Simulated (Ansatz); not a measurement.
# Pb in Ansatz: notebook

One slab, Pb, is run at these levels: PBE; tasks: band structure.

All numbers are computed with Ansatz 0.2.0; they aren't measurements. Logs are shortened: lines on timing, memory, paths and dates and some standing lists are left out, and cuts for length are marked.

**1. The cell of the first run**

The cell holds a slab with vacuum, 4 atoms: a = 3.480 Å, b = 3.480 Å, c = 23.385 Å, α = 90.00°, β = 90.00°, γ = 120.00°.

The slab is cut from a database's or a generator's crystal, which needn't be the stable form of the element.

**2. Band structure, PBE (the (0 0 1) slab of Pb, cut from the database cell, not relaxed)**

input.yaml reads:

```yaml
crystal:
  lattice:
    - [3.4800006906, 0.0, 0.0]
    - [-1.7400003453, 3.0137690032, 0.0]
    - [0.0, 0.0, 23.385]
  atoms:
    - { symbol: Pb, position: [0.6666666667, 0.3333333334, 0.3207184092] }
    - { symbol: Pb, position: [0.3333333333, 0.6666666666, 0.4402394697] }
    - { symbol: Pb, position: [0.6666666667, 0.3333333334, 0.5597605303] }
    - { symbol: Pb, position: [0.3333333333, 0.6666666666, 0.6792815908] }
hamiltonian:
  xc: pbe
  pseudopotentials: { kind: paw, source: ansatz }
kpoints:
  mp_grid: { grid: [9, 9, 1] }
  band_path:
    path:
      - [0.0, 0.0, 0.0]
      - [0.5, 0.0, 0.0]
      - [0.3333333333, 0.3333333333, 0.0]
      - [0.0, 0.0, 0.0]
    npoints: 14
scf:
  occupations: { method: fermi_dirac, width: 0.05 }
  n_extra_bands: 10
output:
  forces: true
  eigenvalues: true
  fatbands: false
efield:
  axis: 3
  dipole_correction: true
  ramp_width: 0.04
```

Potentials or basis: Ansatz PAW earlier set.

Started as:

```
> ansatz run input.yaml --threads 4 --pin off --max-ram 11264MiB --backend cpu --events-out ev --progress --plain --runs-dir out
```

Standard output:

```text
Warning: RAYON_NUM_THREADS=4 ignored (pool sized by the plan → 4); use --threads N
scf.n_extra_bands = 10 over 44 filled bands (N_el = 88.0): the run solves 54 bands
Engine: ansatz 0.2.0, aarch64-unknown-linux-gnu
Pseudopotentials: kind: paw
Pseudopotential: Pb, paw, valence charge 22, recommended cutoff 580 eV (normal), Pb.paw.azcp
Functional definition: PBE
  parameter kappa = 0.804
  parameter beta = 0.06672455060314922
  exchange = pbe_x(kappa = kappa, mu = beta*pi^2/3)
  correlation = pbe_c(beta = beta)
Crystal: 4 atoms, lattice volume = 245.260 Å³
Basis set: ecut = 580 eV, 7759 PW (Γ), exchange–correlation on 60×60×384 points (8 copies of the dense FFT grid, shifted against one another)
Bands: 54, of which v1, the nominal top of the filled ones, is band 44 counted from 1 (43 counted from 0)
Symmetry: 6 space group operations
k-points: 12 of 81 (time reversal used)
Non-local potential: Pb, projectors of the file, l = 0: 3, l = 1: 3, l = 2: 3, l = 3: 2
PAW form: soft (Blöchl's): semilocal exchange-correlation on the pseudo side does not see the compensation charge
PAW one-centre angular grid: Pb, 590 points (default); XC on 64 Gauss nodes
Initial density: superposition of atomic densities (neutral atoms: chi_scale 0, normalization atom)
Initial wavefunctions: pseudopotential atomic-orbital guess
Functional: x = pbe(κ = 0.804, μ = 0.2195149727645171), c = pbe(β = 0.06672455060314922)
iter 1 solved again at ethr=9.55e-4 eV; its pass at ethr=3.10e-3 eV (dr2=8.40e-1 eV) is discarded
SCF iter   1: F=—  HF=-61172.078522 eV  |F-HF|=—  |Δ(HF+E_count)|=         —  Δρ=6.98e-3  dr2=8.55e-1  ethr=9.55e-4  p=0.000 e·Å  D=1.16e-14 V/Å  ΔV_dip=-0.00 eV  dr2_dipole=5.00e-10  V_vac-E_F(+/−)=4.94/4.94 eV  ⟨swp⟩=1.8  Hψ=3195  notcnv=0
efield: sawtooth ramp at fractional position 0.9800 (placed from the atoms, in the widest stretch of the axis that holds none; the zero of the levels goes with the place), width 0.0400; the density the first Hamiltonian is built on has a dipole p = 0.000 e·Å; the dipole correction subtracts the counter field D = 1.16e-14 V/Å, which shifts the + side's vacuum level by -0.00 eV against the − side's; the planar-averaged density in the ramp window peaks in size at 2.7e-7 e/Å³
preconditioner: auto → LDOS  [insulator: Δε(μ)=0.290 eV  Ē_g=17.059 eV  σ=0.050 eV  W_gap=0.66  n_scr=58 (ndim 8)  ℏωp=17.7 eV  f_vac=0.483  D(μ)=0.77/eV (n_scr^D=4)  ε∞_Penn≈2.1  β→1.0]
SCF iter   2: F=—  HF=-61172.067971 eV  |F-HF|=—  |Δ(HF+E_count)|=   1.06e-2  Δρ=7.11e-3  dr2=1.44e0  ethr=9.55e-4  p=-0.000 e·Å  D=-1.85e-6 V/Å  ΔV_dip=0.00 eV  dr2_dipole=6.19e-9  V_vac-E_F(+/−)=3.34/3.34 eV  ⟨swp⟩=3.7  Hψ=1519  notcnv=0  defer=18
[... 13 lines left out ...]
Internal energy: -61171.938073 eV  (E = F + TS)
E sigma→0 (E₀):  -61171.941685 eV
Entropy (-TS):   -0.007224 eV (-1.806 meV/atom)
Fermi energy:    4.585099 eV
Dipole field:    D = -0.000002 V/Å  (p = -0.000003 e·Å, saw-weighted, corrected)
Work function:   Φ+ = 3.7959 eV   Φ− = 3.7958 eV
Levels:          The Fermi level and band energies are counted from a zero that moves with the ramp; work functions are not
--- Per-component energies (eV) ---
  E_band       = -3422.462709
  E_kinetic    = 3204.431587
  E_local      = -94603.237887  (includes V_loc(G=0)·N_el)
  E_nonlocal   = 5565.995593
  E_hartree    = 43229.366813
  E_xc         = -961.092225
  E_vxc        = -1164.281278  (∫ρ·V_xc dr)
  E_paw        = -42061.113335  (= ΣΔE_a)
  E_vpaw       = -2884.082835  (= ΣTr[D̂ρ^β])
  E_aug_tail   = -0.000355  (compensation charges beyond the density's cutoff)
  E_efield     = 0.000000  (sawtooth field / dipole correction)
  E_vefield    = 0.000000  (∫n·V_field dr)
  E_ewald      = 24453.711737
  E_smearing   = -0.007224  (= −TS)
  E_closure    = -0.000000  (closes the sum)
  Σ components = -61171.945297   (vs F -61171.945297, Δ=0.00e0)
--- Forces (eV/Å), atoms counted from 1 ---
  atom   1  Pb     0.00000000    -0.00000000    -0.02333918
  atom   2  Pb    -0.00000000     0.00000000    -0.40894493
  atom   3  Pb     0.00000000    -0.00000000     0.40894515
  atom   4  Pb    -0.00000000     0.00000000     0.02333916
  max |Σ_I F_I| component: 1.92e-7 eV/Å
--- Band table (eV; the first three rows and the last of 12) ---
  k-point 0: bands = ["-135.0858", "-135.0858", "-135.0219", "-135.0219", "-76.8077", "-76.8077", "-76.7946", "-76.7946", "-76.7946", "-76.7946", "-76.7399", "-76.7386", "-76.7386", "-76.7382", "-76.7382", "-76.7378", "-12.4726", "-12.4685", "-12.4335", "-12.4249", "-12.4249", "-12.4169", "-12.4169", "-12.4138", "-12.4030", "-12.4030", "-12.3817", "-12.3817", "-12.3135", "-12.3135", "-12.2676", "-12.2676", "-12.2028", "-12.2028", "-12.1489", "-12.1489", "-7.0648", "-6.3353", "-5.2060", "-3.9382", "1.1461", "3.1765", "5.7029", "7.6962", "8.1302", "9.5623", "9.6024", "10.4662", "10.4662", "11.0264", "11.0264", "11.6849", "11.6849", "11.7470"]
  k-point 1: bands = ["-135.0858", "-135.0858", "-135.0219", "-135.0219", "-76.8076", "-76.8076", "-76.7949", "-76.7949", "-76.7947", "-76.7947", "-76.7399", "-76.7389", "-76.7387", "-76.7385", "-76.7383", "-76.7378", "-12.4660", "-12.4629", "-12.4335", "-12.4284", "-12.4249", "-12.3993", "-12.3993", "-12.3932", "-12.3897", "-12.3768", "-12.3714", "-12.3546", "-12.3258", "-12.3195", "-12.2747", "-12.2680", "-12.2154", "-12.2026", "-12.1679", "-12.1462", "-6.8485", "-6.1227", "-5.0052", "-3.7622", "1.3852", "3.3678", "5.8306", "7.8349", "8.2967", "8.3903", "9.0634", "9.4702", "9.6796", "9.7917", "10.1661", "10.3602", "10.5474", "11.2863"]
  k-point 2: bands = ["-135.0858", "-135.0858", "-135.0219", "-135.0219", "-76.8076", "-76.8076", "-76.7957", "-76.7957", "-76.7949", "-76.7949", "-76.7399", "-76.7397", "-76.7391", "-76.7389", "-76.7385", "-76.7379", "-12.4969", "-12.4880", "-12.4542", "-12.4176", "-12.4110", "-12.3894", "-12.3767", "-12.3677", "-12.3501", "-12.3425", "-12.3313", "-12.3083", "-12.3063", "-12.2824", "-12.2661", "-12.2477", "-12.2231", "-12.2018", "-12.1971", "-12.1408", "-6.2016", "-5.4899", "-4.4130", "-3.2522", "2.0680", "3.7845", "5.4281", "5.5434", "6.6849", "7.0045", "7.8441", "8.4705", "8.6121", "8.9715", "9.2384", "10.1543", "10.3299", "10.3931"]
  k-point 11: bands = ["-135.0858", "-135.0858", "-135.0219", "-135.0219", "-76.8074", "-76.8074", "-76.7965", "-76.7965", "-76.7965", "-76.7965", "-76.7406", "-76.7405", "-76.7405", "-76.7400", "-76.7384", "-76.7384", "-12.4968", "-12.4482", "-12.4482", "-12.4173", "-12.3927", "-12.3927", "-12.3224", "-12.3224", "-12.3063", "-12.3012", "-12.2955", "-12.2955", "-12.2946", "-12.2639", "-12.2370", "-12.1985", "-12.1985", "-12.1727", "-12.1434", "-12.1434", "-2.5364", "-2.5364", "-2.3034", "-2.3034", "2.0169", "2.5120", "2.5120", "2.7743", "3.6650", "3.6650", "3.8560", "4.9779", "6.5102", "6.5102", "8.4761", "8.4761", "10.0480", "11.2320"]
```

bands.tsv:

```text
[... 53 lines left out ...]
```

Run time: 18 s. Hardware: 4 threads of Arm Neoverse V2, shared host; peak memory 1 GiB.

Results:

| Quantity | Value |
| --- | --- |
| Free energy | -61171.9453 eV |
| Largest force | 0.409 eV/Å |
| Band gap on the k mesh | none (metal or under the smearing width) |
| Work function of the upper face | 3.80 eV |
| Work function of the lower face | 3.80 eV |
| Dipole across the slab | 0.000 e·Å |

Forces in eV/Å, atoms in the order of the input:
```
Pb   0.000  0.000 -0.023
Pb   0.000  0.000 -0.409
Pb   0.000  0.000  0.409
Pb   0.000  0.000  0.023
```

Levels at the corners of the path, in eV from the Fermi level:
```
point  band 42  band 43  band 44  band 45  band 46  band 47
    Γ    -1.41     1.12     3.11     3.55     4.98     5.02
    M    -3.39    -2.83    -1.91     0.33     1.82     2.34
    K    -2.07    -2.07    -1.81    -0.92    -0.92    -0.73
    Γ    -1.41     1.12     3.11     3.55     4.98     5.02
```

Caveat: spin-orbit coupling is left out, which moves the levels of the heavy elements.

**3. Band structure, PBE (the (0 0 1) slab of Pb, cut from the database cell, not relaxed)**

input.yaml, as its differences from that of step 2:

```diff
@@ -12,3 +12,3 @@
   xc: pbe
-  pseudopotentials: { kind: paw, source: ansatz }
+  pseudopotentials: { kind: nc }
 kpoints:
@@ -28,3 +28,3 @@
   eigenvalues: true
-  fatbands: false
+  fatbands: true
 efield:
```

Potentials or basis: Ansatz NC.

Started as:

```
> ansatz run input.yaml --threads 4 --pin off --max-ram 11264MiB --backend cpu --events-out ev --progress --plain --runs-dir out
```

Wall time 53 s (4 threads of Arm Neoverse V2, shared host); peak memory 1.2 GiB.

It converged, with:

- Free energy: -9018.3963 eV
- Largest force: 0.409 eV/Å
- Band gap on the k mesh: none (metal or under the smearing width)
- Work function of the upper face: 3.80 eV
- Work function of the lower face: 3.79 eV
- Dipole across the slab: 0.000 e·Å

Forces on the atoms (eV/Å):
```
Pb   0.000  0.000 -0.024
Pb   0.000  0.000 -0.409
Pb   0.000  0.000  0.409
Pb   0.000  0.000  0.024
```

Levels at the corners of the path, in eV from the Fermi level:
```csv
point,band 24,band 25,band 26,band 27,band 28,band 29,band 30,band 31,band 32,band 33
Γ,-8.52,-3.44,-1.41,1.12,3.11,3.54,4.98,5.02,5.88,5.88
M,-7.02,-3.61,-3.39,-2.83,-1.91,0.33,1.82,2.34,2.72,3.16
K,-6.89,-2.57,-2.07,-2.07,-1.81,-0.92,-0.92,-0.73,0.39,1.93
Γ,-8.52,-3.44,-1.41,1.12,3.11,3.54,4.98,5.02,5.88,5.88
```

Caveat: spin-orbit coupling is left out, which moves the levels of the heavy elements.
